**Two gaps in gallium phosphide under volume change**

For a gap in a semiconductor such as GaP, one per cent in volume is worth some hundredths of an electronvolt. A crystal squeezed or stretched by about a tenth of its volume can therefore gain or lose a good part of its gap. The table follows GaP over such a range, with the structure kept and only the scale changed.

Ansatz 0.2.0 calculations for GaP (space group F-43m, two atoms per cell) with PBE, scalar-relativistic and without spin polarisation, using PAW, a plane-wave cutoff of 420 eV, an 8×8×8 k mesh and Gaussian smearing of 0.02 eV. Both gaps are Kohn–Sham gaps, taken only from the points of the k mesh.

| volume (Å³/atom) | shortest distance (Å) | band gap (eV) | least direct gap (eV) |
| --- | --- | --- | --- |
| 18.352 | 2.284 | 1.430 | 2.654 |
| 18.978 | 2.310 | 1.511 | 2.368 |
| 20.229 | 2.360 | 1.641 | 1.833 |
| 20.240 | 2.360 | 1.642 | 1.828 |
| 20.343 | 2.364 | 1.650 | 1.787 |
| 20.855 | 2.384 | 1.583 | 1.583 |
| 21.480 | 2.407 | 1.344 | 1.344 |
| 21.825 | 2.420 | 1.216 | 1.216 |
| 22.106 | 2.431 | 1.115 | 1.115 |
| 22.253 | 2.436 | 1.063 | 1.063 |
| 22.940 | 2.461 | 0.827 | 0.827 |
| 23.252 | 2.472 | 0.724 | 0.724 |

The band gap is the distance from the highest valence state to the lowest conduction state, wherever the two lie in $k$ space. The least direct gap is the smallest distance between the bands at one and the same $k$. In this calculation the valence top lies at Γ, the centre of the Brillouin zone, at every volume.

**(a) Stretching a bond weakens it, and the splitting between bonding and antibonding states then shrinks roughly as $1/d^2$, where $d$ is the shortest distance. Does this explain the band gap?**

*Solution.* The picture predicts a steady fall, but over the first five rows the gap rises from 1.430 to 1.650 eV. The later fall doesn't rescue it. Scaled from the first row, the gap at the largest volume should be

$$1.430\ \text{eV}\times(2.284/2.472)^2 = 1.22\ \text{eV},$$

whereas the calculation gives 0.724 eV.

Changing to the least direct gap repairs the sign, since that gap falls at every step. The size is still wrong: the same scaling takes it from 2.654 eV to only 2.27 eV, far above the computed 0.724 eV. Weaker bonding may well be at work, but the gap isn't simply proportional to the bond splitting.

**(b) Is there one gap that bends over smoothly, or are there two gaps that change places? What drives them?**

*Solution.* The position of the lowest conduction state decides. In the first two rows it lies at X, on the zone boundary, and in the next three at a mesh point between Γ and X. From 20.855 Å³/atom on it lies at Γ, and there the two gap columns agree. In the first of these rows, though, Γ leads by only 1 meV over a third valley, at L, another point on the zone boundary. The band gap turns because a different conduction valley has become the lowest.

The distance between the two columns shows the approach. It shrinks from 1.22 eV in the first row to 0.14 eV in the fifth. The least direct gap runs on smoothly into the gap at Γ, so it is taken to lie at Γ in these rows too. Both gaps are then measured from the same valence top, and a shift of that top would leave their distance unchanged. The two conduction valleys must be moving relative to each other.

Theory explains why the Γ valley is so sensitive. At Γ all unit cells are in phase, and the lowest conduction state is built from s orbitals of Ga and P with opposite signs. It is antibonding along all four bonds of each atom, so its energy drops quickly when the atoms move apart. The valence top is a bonding combination of p orbitals and loses some of its stabilisation at the same time. Both changes are expected to close the direct gap; the table gives only their sum, not the share of each edge.

The same picture shows where part (a) went astray. The conduction edge at Γ starts from atomic s levels and the valence edge from p levels, which lie higher. If the difference between the Ga and P levels is left aside, the direct gap is thus what remains of the bond couplings, $S$, after the atomic p–s separation has been subtracted. If $S$ varies as $1/d^2$, or $V^{-2/3}$, while the atomic separation stays fixed, the gap changes by $-\tfrac{2}{3}S$ per unit of $\ln V$. The computed slope of about −8 eV then requires an $S$ of the order of ten electronvolts. A modest percentage loss in such a large term removes most of a small remainder. The picture gives the order of size only: the p–s separation it implies, about 10 eV, is larger than expected for free Ga and P atoms.

At X the phase alternates through the crystal, and the s–s couplings of an atom to its four neighbours cancel; at the mesh point three quarters of the way from Γ to X they cancel only in part. The conduction state there mixes s with p orbitals and is also pushed down by higher states, some of d character. Expansion weakens both the antibonding coupling, which lowers the state, and the downward push, which raises it. A weak net response is therefore plausible; that the indirect gap grows on expansion is read from the table.

**(c) Estimate the volume at which the valleys change places. What does it mean for GaP as a light emitter?**

*Solution.* For small changes of volume each gap follows its own line,

$$E(V)=E_0+a\ln(V/V_0),$$

where $V$ is the volume, $V_0=20.855$ Å³/atom, $E_0$ is the gap at $V_0$ and $a$ is the slope, called a deformation potential. The direct line was fitted to the seven rows with the minimum at Γ, the indirect line to the other five:

$$E_\text{dir}=1.578-7.89\,\ln(V/V_0),\qquad E_\text{ind}=1.705+2.12\,\ln(V/V_0)\quad\text{(in eV)}.$$

Setting them equal gives

$$\ln(V/V_0)=\frac{1.578-1.705}{7.89+2.12}=-0.0127,$$

so $V\approx20.6$ Å³/atom. This crossing lies between two computed volumes, and the lines meet at about 1.68 eV. The gap doesn't get that high, because the L valley comes in between. At $V_0$ it is level with Γ to within 1 meV, and on compression its gap grows less steeply than the one at Γ, so at the crossing it lies below both lines. The gap therefore peaks at a smaller volume and a lower value than the lines suggest. On expansion the lowest valley passes from near X to L and only then to Γ. No row falls where L is the lowest, so the fits can't show this step. The indirect line also averages over two mesh points: the slope is about 2.4 eV for the two rows at X and about 1.6 eV for the three rows nearer Γ. Using the latter alone lowers the margin of the gap near X over the direct one at $V_0$ only from 0.12 to 0.11 eV.

The lower of the two lines reproduces the band gaps, all of which took part in the fits, with an rms error of 0.003 eV. A single cubic in $\ln V$, with the same number of constants, misses by 0.04 eV because it rounds off the kink. A stricter test is the direct gap of the five compressed rows, which the direct line had not seen. It comes out too low by at most 0.07 eV, most at the strongest compression, where a straight line no longer suffices. The printed output after the text gives the details.

At 20.855 Å³/atom the computed pressure nearly vanishes, so PBE has its equilibrium volume close by. Since Γ and L are level there to within 1 meV, the change from an indirect to a direct gap falls practically at this volume, not at the crossing of the two lines one per cent below. On this mesh, PBE therefore puts GaP on the border between direct and indirect. Real GaP is indirect, with a gap of roughly 2.3 eV. PBE tends to make gaps too small and cells slightly too large, and the table shows that a larger cell favours the direct order. The row at 20.240 Å³/atom, with a cubic edge of 5.45 Å close to the measured one, is indirect by 0.19 eV.

The mesh deserves a check here, since it can step over the true minimum near X and make the indirect gap too large. At 20.855 Å³/atom that minimum would have to lie about 0.1 eV below the extrapolated line to undercut Γ. That is no safety margin for the direct order, however: the L valley needs to drop by little more than 1 meV, a difference far too small to trust in a PBE calculation.

For a light-emitting device the order of the valleys matters as much as the size of the gap. In an indirect semiconductor an electron needs a phonon or a defect to recombine with emission of light, so the process is slow. Taken at face value, the row at 20.855 Å³/atom would recommend GaP as an efficient direct emitter, which it isn't. When valleys lie this close, the gaps to all of them, here Γ, L and the one near X, should be compared, at the measured volume and with a method that gives better gaps, before a material is classed as direct.

Output of the analysis:

```
Change of band gap, first to fifth row (eV): 0.22
Change of band gap, fifth to last row (eV): -0.926
Change of least direct gap, first to fifth row (eV): -0.867
Direct minus indirect gap, first row (eV): 1.224
Direct minus indirect gap, fifth row (eV): 0.137
Band gap by 1/d^2 scaling, fifth row (eV): 1.335
Band gap by 1/d^2 scaling, last row (eV): 1.221
Direct gap by 1/d^2 scaling, last row (eV): 2.266
fit of least_direct_gap on 7 rows (kc == 0): constant 1.578 +/- 0.0029, coefficient of x -7.888 +/- 0.043; rms 0.00333, worst 20.855 -0.00516, leave-one-out rms 0.00581
  rows outside the fit (model, value, miss): 18.352 2.586, 2.654, -0.0676; 18.978 2.322, 2.368, -0.0462; 20.229 1.818, 1.833, -0.0148; 20.24 1.814, 1.828, -0.014; 20.343 1.774, 1.787, -0.0131
fit of band_gap on 5 rows (kc > 0): constant 1.705 +/- 0.0035, coefficient of x 2.122 +/- 0.046; rms 0.00337, worst 18.978 -0.00585, leave-one-out rms 0.00732
  rows outside the fit (model, value, miss): 20.855 1.705, 1.583, 0.122; 21.48 1.768, 1.344, 0.424; 21.825 1.802, 1.216, 0.586; 22.106 1.829, 1.115, 0.714; 22.253 1.843, 1.063, 0.78; 22.94 1.907, 0.827, 1.08; 23.252 1.936, 0.724, 1.21
fit of band_gap on 12 rows: constant 1.523 +/- 0.018, coefficient of x -4.861 +/- 0.47, coefficient of x2 -34.66 +/- 2.8, coefficient of x3 91.18 +/- 43; rms 0.0365, worst 18.978 0.086, leave-one-out rms 0.104
Rms miss of the lower of two lines, all rows (eV): 0.003347
Rms miss of the single cubic, all rows (eV): 0.03648
Direct gap change per 1 % more volume (eV): -0.07849
Indirect gap change per 1 % more volume (eV): 0.02111
Volume where the two lines cross (A^3/atom): 20.59
Gap where the two lines cross (eV): 1.678
Indirect line above direct gap at 20.855 A^3/atom (eV): 0.1223
Same margin, extrapolated from rows 20.229 and 20.343 only (eV): 0.1068
```
